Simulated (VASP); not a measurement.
# InP (F-43m) in VASP: a series of runs

Aim: see how the results for InP move with the level of theory and the settings. Levels: revPBE, BLYP, PBEsol-based global hybrid. Tasks: single point, relaxation of cell and atoms.

Everything below comes from runs of VASP 6.6.1. Logs are shortened: lines on timing, memory, paths and dates and some standing lists are left out, and cuts for length are marked.

**Experimental background.**

From a printed reference work, data compilation, for a bulk crystal of InP at 1.6 K: band gap 1.4236 eV (direct).

The runs below are set against these values where they give the same quantity.

**1. The cell of the first run**

The structure is cubic, space group F-43m (No. 216). The conventional cell has a = 6.003 Å, b = 6.003 Å, c = 6.003 Å, α = 90.00°, β = 90.00°, γ = 90.00°. Within 3.4 Å of In (site symmetry -43m) lie 4 P at 2.60 Å. Within 3.4 Å of P (site symmetry -43m) lie 4 In at 2.60 Å.

**2. Single point, revPBE**

Input file INCAR:

```
PREC = Accurate
ENCUT = 520
EDIFF = 1E-6
ISMEAR = -1
SIGMA = 0.05
LREAL = False
LASPH = True
NELM = 100
ALGO = Normal
ISIF = 2
LWAVE = False
LCHARG = True
GGA = RE
LELF = True
LVHAR = True
NBANDS = 16
```

Input file KPOINTS:

```
regular mesh
0
Gamma
  8 8 8
```

Input file POSCAR:

```
InP
1.0
    0.0000000000      3.0012760839      3.0012760839
    3.0012760839      0.0000000000      3.0012760839
    3.0012760839      3.0012760839      0.0000000000
In P
1 1
Direct
    0.0000000000      0.0000000000      0.0000000000
    0.7500000000      0.7500000000      0.7500000000
```

Potentials or basis: VASP PAW PBE potentials, release 64 (In_d, P).

The run is started by

```
> cat potpaw_PBE.64/In_d/POTCAR potpaw_PBE.64/P/POTCAR > POTCAR
> mpirun -np 1 vasp_std > vasp.out
```

OUTCAR:

```text
PREC = Accurate
   ENCUT = 520
   EDIFF = 1E-6
   ISMEAR = -1
   LREAL = False
   LASPH = True
   NELM = 100
   ISIF = 2
   GGA = RE

 ion  position               nearest neighbor table
   1  0.000  0.000  0.000-   2 2.60   2 2.60   2 2.60   2 2.60
   2  0.750  0.750  0.750-   1 2.60   1 2.60   1 2.60   1 2.60

  LATTYP: Found a face centered cubic cell.
 ALAT       =     6.0025521678

  Lattice vectors:

 A1 = (   0.0000000000,   3.0012760839,   3.0012760839)
 A2 = (   3.0012760839,   0.0000000000,   3.0012760839)
 A3 = (   3.0012760839,   3.0012760839,   0.0000000000)

Analysis of symmetry for initial positions (statically):
=====================================================================
 Subroutine PRICEL returns:
 Original cell was already a primitive cell.

 Routine SETGRP: Setting up the symmetry group for a
 face centered cubic supercell.

 Subroutine GETGRP returns: Found 24 space group operations
 (whereof 24 operations were pure point group operations)
 out of a pool of 48 trial point group operations.

The static configuration has the point symmetry T_d .

Analysis of symmetry for dynamics (positions and initial velocities):
=====================================================================
 Subroutine PRICEL returns:
 Original cell was already a primitive cell.

 Routine SETGRP: Setting up the symmetry group for a
 face centered cubic supercell.

 Subroutine GETGRP returns: Found 24 space group operations
 (whereof 24 operations were pure point group operations)
 out of a pool of 48 trial point group operations.

The dynamic configuration has the point symmetry T_d .

 Subroutine INISYM returns: Found 24 space group operations
 (whereof 24 operations are pure point group operations),
 and found     1 'primitive' translations

----------------------------------------------------------------------------------------

                                     Primitive cell

  volume of cell :      54.0689

  direct lattice vectors                    reciprocal lattice vectors
     0.000000000  3.001276084  3.001276084    -0.166595803  0.166595803  0.166595803
     3.001276084  0.000000000  3.001276084     0.166595803 -0.166595803  0.166595803
     3.001276084  3.001276084  0.000000000     0.166595803  0.166595803 -0.166595803

  length of vectors
     4.244445342  4.244445342  4.244445342     0.288552396  0.288552396  0.288552396

  position of ions in fractional coordinates (direct lattice)
     0.000000000  0.000000000  0.000000000
     0.750000000  0.750000000  0.750000000

  ion indices of the primitive-cell ions
   primitive index   ion index
                 1           1
                 2           2

----------------------------------------------------------------------------------------

 KPOINTS: regular mesh

Automatic generation of k-mesh.
 Grid dimensions read from file:
 generate k-points for:    8    8    8

 Generating k-lattice:

  Cartesian coordinates                     Fractional coordinates (reciprocal lattice)
    -0.020824475  0.020824475  0.020824475     0.125000000  0.000000000  0.000000000
     0.020824475 -0.020824475  0.020824475     0.000000000  0.125000000  0.000000000
     0.020824475  0.020824475 -0.020824475     0.000000000  0.000000000  0.125000000

  Length of vectors
     0.036069049  0.036069049  0.036069049

  Shift w.r.t. Gamma in fractional coordinates (k-lattice)
     0.000000000  0.000000000  0.000000000

 Subroutine IBZKPT returns following result:
 ===========================================

 Found     29 irreducible k-points:

 Following reciprocal coordinates:
            Coordinates               Weight
  0.000000  0.000000  0.000000      1.000000
  0.125000  0.000000  0.000000      8.000000
  0.250000  0.000000  0.000000      8.000000
  0.375000  0.000000  0.000000      8.000000
  0.500000  0.000000  0.000000      4.000000
  0.125000  0.125000  0.000000      6.000000
[... 16 lines left out ...]
  0.500000  0.250000  0.125000     48.000000
 -0.375000  0.250000  0.125000     24.000000
 [... further k-points ...]
   k-points           NKPTS =     29   k-points in BZ     NKDIM =     29   number of bands    NBANDS=     16
   number of dos      NEDOS =    301   number of ions     NIONS =      2
   total plane-waves  NPLWV =  32768
   dimension x,y,z NGX =    32 NGY =   32 NGZ =   32
   dimension x,y,z NGXF=    64 NGYF=   64 NGZF=   64
   ions per type =               1   1
   NGX,Y,Z   is equivalent  to a cutoff of  12.53, 12.53, 12.53 a.u.
   NGXF,Y,Z  is equivalent  to a cutoff of  25.07, 25.07, 25.07 a.u.
 SYSTEM =  unknown system
   PREC   = accura    normal or accurate (medium, high low for compatibility)
   ISTART =      0    job   : 0-new  1-cont  2-samecut
   ICHARG =      2    charge: 1-file 2-atom 10-const
   ISPIN  =      1    spin polarized calculation?
   LNONCOLLINEAR =      F non collinear calculations
   LSORBIT =      F    spin-orbit coupling
   LASPH  =      T    aspherical Exc in radial PAW
   ENCUT  =  520.0 eV  38.22 Ry    6.18 a.u.   7.89  7.89  7.89*2*pi/ulx,y,z
   NELM   =    100;   NELMIN=  2; NELMDL= -5     # of ELM steps
   EDIFF  = 0.1E-05   stopping-criterion for ELM
   LREAL  =      F    real-space projection
   EDIFFG = 0.1E-04   stopping-criterion for IOM
   NSW    =      0    number of steps for IOM
   IBRION =     -1    ionic relax: 0-MD 1-quasi-New 2-CG
   NFREE  =      0    steps in history (QN), initial steepest desc. (CG)
   ISIF   =      2    stress and relaxation
   ISYM   =      2    0-nonsym 1-usesym 2-fastsym
   POTIM  = 0.5000    time-step for ionic-motion
   TEBEG  =    0.0;   TEEND  =   0.0 temperature during run
   PSTRESS=    0.0 pullay stress
   NELECT =      18.0000    total number of electrons
   NUPDOWN=      -1.0000    fix difference up-down
   EMIN   =  10.00;   EMAX   =-10.00  energy-range for DOS
   EFERMI =   0.00;   METHOD = LEGACY
   ISMEAR =    -1;   SIGMA  =   0.05  broadening in eV -4-tet -1-fermi 0-gaus
   EFERMI_NEDOS =   21; number of points for ismear=-14 and -15
   IALGO  =     38    algorithm
   IMIX   =      4    mixing-type and parameters
     AMIX     =   0.40;   BMIX     =  1.00
     AMIX_MAG =   1.60;   BMIX_MAG =  1.00
  volume/ion in A,a.u.               =      27.03       182.44
  Fermi-wavevector in a.u.,A,eV,Ry     =   1.134618  2.144117 17.515573  1.287358
  Thomas-Fermi vector in A             =   2.271322
   LORBIT       =      0    0 simple, 1 ext, 2 COOP (PROOUT), +10 PAW based schemes
   GGA     = RE    functional components
   LHFCALC =     F    Hartree Fock is set to
   AEXX    =    0.0000 exact exchange contribution
   IVDW    =     0    specifies the selected vdW correction
   LEPSILON=     F    determine dielectric tensor
   LRPA    =     F    only Hartree local field effects (RPA)
 non-spin polarized calculation
  energy-cutoff  :      520.00
  volume of cell :       54.07
 maximum number of plane-waves:      1475
   NGX = 15   NGY = 15   NGZ = 15

 number of electron      17.9999997 magnetization

 Free energy of the ion-electron system (eV)
  ---------------------------------------------------
  ext. energy  EPLUGINS =         0.00000000
  ---------------------------------------------------
  free energy    TOTEN  =        -7.84097578 eV

  energy without entropy =       -7.84091190  energy(sigma->0) =       -7.84094384

 E-fermi :   4.7556     XC(G=0):  -8.8339

 val. band max:        4.5130602556   @ k =   0.0000   0.0000   0.0000
 cond. band min:       4.9303587677   @ k =   0.0000   0.0000   0.0000
 fundamental gap:      0.4172985121
 Fermi energy:         4.7556260819

 k-point     1 :       0.0000    0.0000    0.0000
  band No.  band energies     occupation
      1      -9.5653      2.00000
      2      -9.5653      2.00000
      3      -9.5653      2.00000
      4      -9.4474      2.00000
      5      -9.4474      2.00000
      6      -6.5146      2.00000
[... 8 lines left out ...]
     15      13.8265      0.00000
     16      13.8265      0.00000

 k-point     2 :       0.1250    0.0000    0.0000
  band No.  band energies     occupation
      1      -9.5788      2.00000
      2      -9.5595      2.00000
      3      -9.5595      2.00000
      4      -9.4473      2.00000
      5      -9.4473      2.00000
      6      -6.3565      2.00000
[... 8 lines left out ...]
     15      13.2619      0.00000
     16      13.6963      0.00000

 k-point     3 :       0.2500    0.0000    0.0000
  band No.  band energies     occupation
      1      -9.6103      2.00000
      2      -9.5472      2.00000
      3      -9.5472      2.00000
      4      -9.4452      2.00000
      5      -9.4452      2.00000
      6      -5.9168      2.00000
[... 8 lines left out ...]
     15      13.0531      0.00000
     16      13.6523      0.00000

 k-point     4 :       0.3750    0.0000    0.0000
  band No.  band energies     occupation
      1      -9.6405      2.00000
      2      -9.5379      2.00000
      3      -9.5379      2.00000
      4      -9.4399      2.00000
      5      -9.4399      2.00000
      6      -5.3403      2.00000
[... 8 lines left out ...]
     15      13.9096      0.00000
     16      13.9096      0.00000
[... 324 lines left out ...]
 k-point    22 :       0.3750    0.2500    0.1250
  band No.  band energies     occupation
      1      -9.6402      2.00000
      2      -9.5321      2.00000
      3      -9.5273      2.00000
      4      -9.4583      2.00000
      5      -9.4355      2.00000
      6      -5.5513      2.00000
[... 8 lines left out ...]
     15      14.5192      0.00000
     16      15.8930      0.00000

 k-point    23 :       0.5000    0.2500    0.1250
  band No.  band energies     occupation
      1      -9.6583      2.00000
      2      -9.5279      2.00000
      3      -9.5161      2.00000
      4      -9.4552      2.00000
      5      -9.4352      2.00000
      6      -5.0273      2.00000
[... 8 lines left out ...]
     15      15.1014      0.00000
     16      15.7377      0.00000

 k-point    24 :      -0.3750    0.2500    0.1250
  band No.  band energies     occupation
      1      -9.6650      2.00000
      2      -9.5274      2.00000
      3      -9.5121      2.00000
      4      -9.4507      2.00000
      5      -9.4370      2.00000
      6      -4.7467      2.00000
[... 8 lines left out ...]
     15      15.0839      0.00000
     16      15.5917      0.00000

 [... further k-points ...]

------------------------ aborting loop because EDIFF is reached ----------------------------------------

  FORCE on cell =-STRESS in cart. coord.  units (eV):
  Direction    XX          YY          ZZ          XY          YZ          ZX
  --------------------------------------------------------------------------------------
  -------------------------------------------------------------------------------------
  Total       -0.0296904     -0.0296904     -0.0296904      0.0000000     -0.0000000     -0.0000000
  in kB       -0.8797899     -0.8797899     -0.8797899      0.0000000     -0.0000000     -0.0000000
  external PRESSURE =      -0.8797899 kB  Pullay stress =       0.0000000 kB

 VOLUME and BASIS-vectors are now :
 -----------------------------------------------------------------------------
  energy-cutoff  :      520.00
  volume of cell :       54.07
      direct lattice vectors                 reciprocal lattice vectors
     0.000000000  3.001276084  3.001276084    -0.166595803  0.166595803  0.166595803
     3.001276084  0.000000000  3.001276084     0.166595803 -0.166595803  0.166595803
     3.001276084  3.001276084  0.000000000     0.166595803  0.166595803 -0.166595803

 POSITION                                       TOTAL-FORCE (eV/Angst)
 -----------------------------------------------------------------------------------
      0.00000      0.00000      0.00000         0.000000      0.000000      0.000000
      4.50191      4.50191      4.50191        -0.000000     -0.000000     -0.000000
 -----------------------------------------------------------------------------------
    total drift:                                0.000000      0.000000      0.000000

  FREE ENERGIE OF THE ION-ELECTRON SYSTEM (eV)
  ---------------------------------------------------
  free  energy   TOTEN  =        -7.8409757758 eV

  energy  without entropy=       -7.8409119030  energy(sigma->0) =       -7.84094384
```

Wall time 12 s (1 thread of Intel Xeon Platinum 8488C (Sapphire Rapids), shared host); peak memory 0.18 GiB.

What came out:

| Quantity | Value |
| --- | --- |
| Free energy | -7.8410 eV |
| Pressure | -0.1 GPa |
| Band gap on the k mesh | 0.42 eV, direct |

Caveat: the PAW data sets were made with another functional, which shifts forces and pressure a little; spin-orbit coupling is left out, which moves the levels of the heavy elements.

**3. Single point, BLYP**

This run uses another cell than the first one, of 28.02 Å³/atom, 1.037 times its volume.

Input file INCAR:

```
SYSTEM = InP
AGGAC = 1.0
AGGAX = 1.0
ALDAC = 0.0
ALDAX = 1.0
ALGO = Normal
EDIFF = 1E-6
ENCUT = 520
GGA = B5
ISIF = 2
ISMEAR = -1
LASPH = .True.
LCHARG = .False.
LREAL = .False.
LWAVE = .False.
NBANDS = 16
NELM = 100
PREC = Accurate
SIGMA = 0.05
```

Input file KPOINTS:

```
k-points
0
Gamma
  8 8 8
  0 0 0
```

Input file POSCAR:

```
InP
1.0
    0.0000000000      3.0374287350      3.0374287350
    3.0374287350      0.0000000000      3.0374287350
    3.0374287350      3.0374287350      0.0000000000
In P
1 1
Direct
    0.0000000000      0.0000000000      0.0000000000
    0.7500000000      0.7500000000      0.7500000000
```

Potentials or basis: VASP PAW PBE potentials, release 64 (In_d, P).

The run is started by

```
> cat potpaw_PBE.64/In_d/POTCAR potpaw_PBE.64/P/POTCAR > POTCAR
> mpirun -np 1 vasp_std > vasp.out
```

It took 16 s on 1 thread of Intel Xeon Platinum 8488C (Sapphire Rapids), shared host; peak memory 0.18 GiB.

Results (log left out):

```yaml
Free_energy: -7.1658 eV
Pressure: 0.0 GPa
```

Levels at points of the mesh, in eV from the Fermi level:
```csv
k point,band 6,band 7,band 8,band 9,band 10,band 11,band 12,band 13
"(0.00, 0.00, 0.00)",-10.92,-0.08,-0.08,-0.08,-0.06,4.01,4.01,4.01
"(0.50, 0.00, 0.00)",-9.54,-5.28,-0.90,-0.90,1.14,4.75,4.75,6.84
"(0.50, 0.50, 0.00)",-9.01,-5.42,-2.04,-2.04,1.96,2.21,8.53,8.73
```

Caveat: the PAW data sets were made with another functional, which shifts forces and pressure a little; spin-orbit coupling is left out, which moves the levels of the heavy elements.

**4. Relaxation of cell and atoms, revPBE**

This run uses another cell than the first one, of 25.17 Å³/atom, 0.931 times its volume.

Input file INCAR:

```
SYSTEM = InP
PREC     = Accurate       ! precision mode
ENCUT    = 600            ! plane-wave cutoff, eV
EDIFF    = 1E-7           ! SCF threshold, eV
ISMEAR   = -1             ! smearing method
SIGMA    = 0.05           ! smearing width, eV
LREAL    = .FALSE.        ! projectors in reciprocal space
LASPH    = .TRUE.         ! aspherical terms in the spheres
NELM     = 80             ! most SCF steps
ALGO     = Normal         ! electronic algorithm
ISIF     = 3              ! what is computed and relaxed
LWAVE    = .FALSE.        ! write WAVECAR
LCHARG   = .FALSE.        ! write CHGCAR
GGA      = RE             ! functional
IBRION   = 2              ! ionic algorithm
NSW      = 60             ! ionic steps
EDIFFG   = -0.01          ! ionic threshold
```

Input file KPOINTS:

```
regular mesh
0
G
  8 8 8
  0 0 0
```

Input file POSCAR:

```
InP
1.0
    0.0000000000      2.9305000000      2.9305000000
    2.9305000000      0.0000000000      2.9305000000
    2.9305000000      2.9305000000      0.0000000000
In P
1 1
Direct
    0.0000000000      0.0000000000      0.0000000000
    0.7500000000      0.7500000000      0.7500000000
```

The run is started by

```
> cat potpaw_PBE.64/In_d/POTCAR potpaw_PBE.64/P/POTCAR > POTCAR
> mpirun -np 1 vasp_std > vasp.out
```

Run time: 39 s. Hardware: 1 thread of Intel Xeon Platinum 8488C (Sapphire Rapids), shared host; peak memory 0.22 GiB.

Results (log left out):

```
Free energy                            : -7.8405 eV
Relaxed volume                         : 26.99 Å³/atom
Relaxed cell                           : a = 4.242 Å, b = 4.242 Å, c = 4.242 Å, α = 60.00°, β = 60.00°, γ = 60.00°
Space group after relaxing (to 0.05 Å) : F-43m (No. 216)
Energy gained by relaxing              : 24.7 meV/atom
Ionic steps                            : 3
Pressure after relaxing                : 0.0 GPa
Band gap on the k mesh                 : 0.43 eV, direct
```

The path:
```csv
step,energy change (eV),largest force (eV/Å),pressure (GPa),volume (Å³)
1,0.0000,0.0000,4.63,50.33
2,-0.0393,0.0000,-1.71,55.81
3,-0.0494,0.0000,0.01,53.99
```

Final structure:
```cif
data_structure
_symmetry_space_group_name_H-M 'P 1'
_symmetry_Int_Tables_number 1
_cell_length_a 4.2423
_cell_length_b 4.2423
_cell_length_c 4.2423
_cell_angle_alpha 60.000
_cell_angle_beta 60.000
_cell_angle_gamma 60.000
_cell_volume 53.99
loop_
_atom_site_label
_atom_site_type_symbol
_atom_site_fract_x
_atom_site_fract_y
_atom_site_fract_z
_atom_site_occupancy
In1 In 0.00000 0.00000 0.00000 1
P1 P 0.75000 0.75000 0.75000 1
```

Levels at points of the mesh, in eV from the valence-band top:
| k point | band 6 | band 7 | band 8 | band 9 | band 10 | band 11 | band 12 | band 13 |
| --- | --- | --- | --- | --- | --- | --- | --- | --- |
| (0.00, 0.00, 0.00) | -11.04 | 0.00 | 0.00 | 0.00 | 0.43 | 4.12 | 4.12 | 4.12 |
| (0.50, 0.00, 0.00) | -9.54 | -5.34 | -0.87 | -0.87 | 1.41 | 4.83 | 4.83 | 7.07 |
| (0.50, 0.50, 0.00) | -8.97 | -5.42 | -2.08 | -2.08 | 1.97 | 2.32 | 8.91 | 9.18 |

Caveat: the PAW data sets were made with another functional, which shifts forces and pressure a little; spin-orbit coupling is left out, which moves the levels of the heavy elements.

**5. Relaxation of cell and atoms, BLYP**

This run uses another cell than the first one, of 25.17 Å³/atom, 0.931 times its volume.

Input file INCAR:

```
AGGAC = 1.0 ; AGGAX = 1.0
ALDAC = 0.0 ; ALDAX = 1.0
ALGO = Normal ; EDIFF = 1E-6
EDIFFG = -0.01 ; ENCUT = 600
GGA = B5 ; IBRION = 2
ISIF = 3 ; ISMEAR = -1
LASPH = T ; LCHARG = F
LREAL = F ; LWAVE = F
NELM = 60 ; NSW = 60
PREC = Accurate ; SIGMA = 0.05
```

Input file KPOINTS:

```
k-points
0
Gamma
  8 8 8
```

POSCAR is that of step 4.

The run is started by

```
> cat potpaw_PBE.64/In_d/POTCAR potpaw_PBE.64/P/POTCAR > POTCAR
> mpirun -np 1 vasp_std > vasp.out
```

It took 61 s on 1 thread of Intel Xeon Platinum 8488C (Sapphire Rapids), shared host; peak memory 0.22 GiB.

It converged, with:

- Free energy: -7.1654 eV
- Relaxed volume: 28.00 Å³/atom
- Relaxed cell: a = 4.294 Å, b = 4.294 Å, c = 4.294 Å, α = 60.00°, β = 60.00°, γ = 60.00°
- Space group after relaxing (to 0.05 Å): F-43m (No. 216)
- Energy gained by relaxing: 54.5 meV/atom
- Ionic steps: 3
- Pressure after relaxing: 0.0 GPa

Step by step:
```tsv
step	energy change (eV)	largest force (eV/Å)	pressure (GPa)	volume (Å³)
1	0.0000	0.0000	6.80	50.33
2	-0.0935	0.0000	-1.96	58.52
3	-0.1091	0.0000	0.03	56.00
```

Final structure:
```
In P
1.0
     0.00000    3.03664    3.03664
     3.03664    0.00000    3.03664
     3.03664    3.03664    0.00000
In P
1 1
Direct
  0.00000 0.00000 0.00000
  0.75000 0.75000 0.75000
```

Levels at points of the mesh, in eV from the Fermi level:
| k point | band 6 | band 7 | band 8 | band 9 | band 10 | band 11 | band 12 | band 13 |
| --- | --- | --- | --- | --- | --- | --- | --- | --- |
| (0.00, 0.00, 0.00) | -10.93 | -0.08 | -0.08 | -0.08 | -0.05 | 4.01 | 4.01 | 4.01 |
| (0.50, 0.00, 0.00) | -9.55 | -5.28 | -0.90 | -0.90 | 1.14 | 4.75 | 4.75 | 6.85 |
| (0.50, 0.50, 0.00) | -9.01 | -5.42 | -2.04 | -2.04 | 1.96 | 2.21 | 8.53 | 8.74 |

Caveat: the PAW data sets were made with another functional, which shifts forces and pressure a little; spin-orbit coupling is left out, which moves the levels of the heavy elements; the volume moved by +11 % from the deposited cell, more than functionals usually miss. Zero-point motion and thermal expansion aren't in these numbers.

[end of part 1 of 2]
